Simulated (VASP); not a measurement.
Nb: band structure with LDA

Crystal: Nb.

```
Nb
1.0
    -1.66395    1.66395    1.66395
     1.66395   -1.66395    1.66395
     1.66395    1.66395   -1.66395
Nb
1
Direct
  0.00000 0.00000 0.00000
```

| Quantity | Value |
| --- | --- |
| Program | VASP 6.6.1 |
| Task | band structure |
| Functional | LDA |
| Potentials or basis | VASP PAW LDA potentials, release 64 (Nb_sv) |
| Cutoff | 520 eV |
| k mesh | 11 × 11 × 11 |
| Occupations | fermi-dirac, width 0.05 eV |
| Spin | no spin polarisation |
| Further INCAR settings | LREAL = Auto; ALGO = Normal; EDIFF = 1e-06; NBANDS = 12; IMIX = 1; AMIX = 0.2 |

```json
{"Pressure": "-11.8 GPa", "Band gap along the path": "none (metal or under the smearing width)"}
```

Levels at the corners of the path, in eV from the Fermi level:
| point | band 3 | band 4 | band 5 | band 6 | band 7 | band 8 | band 9 | band 10 |
| --- | --- | --- | --- | --- | --- | --- | --- | --- |
| Γ | -29.56 | -29.56 | -5.84 | 0.39 | 0.39 | 0.39 | 3.21 | 3.21 |
| H | -30.44 | -30.44 | -3.56 | -3.56 | 5.50 | 5.50 | 5.50 | 8.92 |
| H | -30.44 | -30.44 | -3.56 | -3.56 | 5.50 | 5.50 | 5.50 | 8.92 |
| N | -29.96 | -29.57 | -3.60 | -1.57 | 2.28 | 3.23 | 3.89 | 6.24 |
| N | -29.96 | -29.57 | -3.60 | -1.57 | 2.28 | 3.23 | 3.89 | 6.24 |
| Γ | -29.56 | -29.56 | -5.84 | 0.39 | 0.39 | 0.39 | 3.21 | 3.21 |
| Γ | -29.56 | -29.56 | -5.84 | 0.39 | 0.39 | 0.39 | 3.21 | 3.21 |
| P | -30.21 | -30.21 | -1.03 | -1.03 | -1.03 | 4.01 | 4.01 | 9.09 |
| P | -30.21 | -30.21 | -1.03 | -1.03 | -1.03 | 4.01 | 4.01 | 9.09 |
| H | -30.44 | -30.44 | -3.56 | -3.56 | 5.50 | 5.50 | 5.50 | 8.92 |
| P | -30.21 | -30.21 | -1.03 | -1.03 | -1.03 | 4.01 | 4.01 | 9.09 |
| N | -29.96 | -29.57 | -3.60 | -1.57 | 2.28 | 3.23 | 3.89 | 6.24 |

Run time: 91 s on 1 thread of Intel(R) Xeon(R) Platinum 8375C CPU @ 2.90GHz (Ice Lake), on a shared host, peak memory 0.14 GiB.
